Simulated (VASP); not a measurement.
The system is MnS.

```xyz
2
Lattice="0.0000 2.4735 2.4735 2.4735 0.0000 2.4735 2.4735 2.4735 0.0000" Properties=species:S:1:pos:R:3 pbc="T T T"
Mn    0.0000    0.0000    0.0000
S     3.7102    3.7102    3.7102
```

The cell is a database's computed one.

| Quantity | Value |
| --- | --- |
| Program | VASP 6.6.1 |
| Task | relaxation of cell and atoms |
| Functional | PBEsol |
| Potentials or basis | VASP PAW PBE potentials, release 64 (Mn_pv, S) |
| Cutoff | 600 eV |
| k mesh | 8 × 8 × 8 |
| Occupations | fermi-dirac, width 0.05 eV |
| Spin | collinear spin, ferromagnetic start |
| Starting moments | [4.0, 0.0] μB |

At the start: pressure -2.8 GPa; volume 15.13 Å³/atom.

Where does the relaxation end?

Over 3 steps the energy falls by 2.7 meV/atom and the volume is 14.84 Å³/atom (-2.0 %); space group F-43m (No. 216, to 0.05 Å); moment 0.28 μB per cell.

Step by step:
| step | energy change (eV) | largest force (eV/Å) | pressure (GPa) | volume (Å³) |
| --- | --- | --- | --- | --- |
| 1 | 0.0000 | 0.0000 | -2.83 | 30.27 |
| 2 | -0.0001 | 0.0000 | 3.04 | 29.11 |
| 3 | -0.0053 | 0.0000 | -0.01 | 29.67 |

Final structure:
```yaml
crystal:
  lattice:
    - [0.00000, 2.45726, 2.45726]
    - [2.45726, 0.00000, 2.45726]
    - [2.45726, 2.45726, 0.00000]
  atoms:
    - { symbol: Mn, position: [0.00000, 0.00000, 0.00000] }
    - { symbol: S, position: [0.75000, 0.75000, 0.75000] }
```

Caveat: the PAW data sets were made with another functional, which shifts forces and pressure a little; the moment fell far below its start of 4 μB, so a state of higher moment may lie lower in energy.
